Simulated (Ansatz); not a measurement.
TiB2 under changes of volume

One of the cells (8.552 Å³/atom); the others are scaled copies at fixed shape and fractional positions:

```
Ti B
1.0
     3.02920    0.00000    0.00000
    -1.51460    2.62336    0.00000
     0.00000    0.00000    3.22840
Ti B
1 2
Direct
  0.00000 0.00000 0.00000
  0.66667 0.33333 0.50000
  0.33333 0.66667 0.50000
```

```yaml
Program: Ansatz 0.2.0
Functional: PBEsol
Potentials_or_basis: Ansatz PAW
Cutoff: "420 eV (not typed: the program's choice for these potentials)"
k_mesh: 10 × 10 × 8
Occupations: fermi-dirac, width 0.05 eV
Spin: no spin polarisation
```

```csv
volume (Å³/atom),energy over the lowest point (meV/atom),pressure (GPa)
8.039,12.74,12.2
8.210,?,?
8.381,0.00,0.1
8.552,2.68,-5.1
8.723,10.65,-9.8
8.894,23.40,-14.0
9.065,40.49,-17.9
```

What does the run at 8.210 Å³/atom give?

Energy over the lowest point 3.15 meV/atom; pressure 5.9 GPa.

Worked out: A Birch-Murnaghan fit of order 3 (a polynomial in V^(-2/3)) to the other rows has its minimum at 8.39 Å³/atom with B0 = V·E''(V) = 267 GPa and B' = 3.9 at fixed shape and positions, which overstates the stiffness. It gives 3.15 meV/atom at 8.210 Å³/atom, against the run's 3.15, and -dE/dV = 5.9 GPa, against 5.9.

Energies are extrapolated to zero smearing.

Caveats: the PAW data sets come from PBE, with cores solved anew for the run's functional, which leaves a small shift of forces and pressure.
